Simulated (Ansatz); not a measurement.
Wanted: the native input for an Ansatz 0.2.0 run.

| Property | Result |
| --- | --- |
| Task | projected density of states |
| Functional | r2SCAN |
| Potentials or basis | Ansatz PAW |
| Cutoff | 500 eV (not typed: the program's choice for these potentials) |
| k mesh | 9 × 9 × 2 |
| Occupations | fermi-dirac, width 0.05 eV |
| Spin | no spin polarisation |
| Hubbard terms | Mo d U = 5 eV |
| Hubbard projectors | ortho-atomic (the default) |
| Double counting | fll (the default) |

Crystal: Te2Mo.

```
Te Mo
1.0
     3.51820    0.00000    0.00000
    -1.75910    3.04685    0.00000
     0.00000    0.00000   13.97360
Te Mo
4 2
Direct
  0.66667 0.33333 0.37900
  0.33333 0.66667 0.87900
  0.66667 0.33333 0.12100
  0.33333 0.66667 0.62100
  0.66667 0.33333 0.75000
  0.33333 0.66667 0.25000
```

These files were run (other wordings do the same):

input.yaml

```yaml
crystal:
  lattice:
    - [3.5182, 0.0, 0.0]
    - [-1.7591, 3.0468505756, 0.0]
    - [0.0, 0.0, 13.9736]
  atoms:
    - { symbol: Te, position: [0.6666666667, 0.3333333333, 0.379] }
    - { symbol: Te, position: [0.3333333333, 0.6666666667, 0.879] }
    - { symbol: Te, position: [0.6666666667, 0.3333333333, 0.121] }
    - { symbol: Te, position: [0.3333333333, 0.6666666667, 0.621] }
    - { symbol: Mo, position: [0.6666666667, 0.3333333333, 0.75] }
    - { symbol: Mo, position: [0.3333333333, 0.6666666667, 0.25] }
hamiltonian:
  xc: r2scan
  pseudopotentials: { kind: paw }
  hubbard: { sites: [{ species: Mo, l: d, u_eff: 5.0 }] }
kpoints:
  mp_grid: { grid: [9, 9, 2] }
scf:
  occupations: { method: fermi_dirac, width: 0.05 }
  n_extra_bands: 15
output:
  forces: true
  stress: true
  eigenvalues: true
  dos: { projected: true, de: 0.05, nscf_kmesh: { grid: [14, 14, 3] } }
```

Potentials or basis: Ansatz PAW.

The run is started by

```bash
$ ansatz run input.yaml --threads 2 --pin off --max-ram 5632MiB --backend cpu --events-out ev --progress --plain --runs-dir out
```

Results of the run:

```json
{
 "Pressure": "1.7 GPa",
 "Largest force": "0.172 eV/Å",
 "Band gap on the k mesh": "0.91 eV, direct"
}
```

Caveat: odd divisions of the mesh miss points on the zone boundary, where band edges often lie, so the gap on the mesh can be too wide; spin-orbit coupling is left out, which moves the levels of the heavy elements; the PAW data sets come from PBE, with cores solved anew for the run's functional, which leaves a small shift of forces and pressure; the U is typed as a test and isn't derived for this compound; the density of states is complete only up to the lowest level of the last band computed.

It took 35 s on 2 threads of Intel(R) Xeon(R) Platinum 8259CL CPU @ 2.50GHz (Skylake/Cascade Lake), on a shared host, peak memory 1.1 GiB.
